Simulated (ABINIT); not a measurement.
Se:

```
CELL_PARAMETERS angstrom
4.36620 0.00000 0.00000
-2.18310 3.78124 0.00000
0.00000 0.00000 4.95360
ATOMIC_POSITIONS crystal
Se 0.77460 0.77460 0.00000
Se 0.00000 0.22540 0.66667
Se 0.22540 0.00000 0.33333
```

Base run:

```yaml
Program: ABINIT 10.8.3 (patched build)
Functional: BLYP
Potentials_or_basis: JTH PAW PBE v2.0
Cutoff: 408 eV
k_mesh: 7 × 7 × 6
Occupations: fermi-dirac, width 0.05 eV
Spin: no spin polarisation
```

Its results: band gap on the k mesh 1.23 eV, indirect (least direct gap 1.48 eV); pressure 6.2 GPa; largest force 0.710 eV/Å.

Q: The run is repeated on the same cell with these changes: functional from BLYP to PBEsol. What comes out?

A: Band gap on the k mesh 1.13 eV, indirect (least direct gap 1.45 eV); pressure 0.2 GPa; largest force 0.317 eV/Å.

PBEsol binds more tightly than BLYP, so the same cell stands under less pressure.

Caveats: the PAW data sets were made with another functional, which shifts forces and pressure a little; the mesh misses the band edges, which the band path finds closer together.
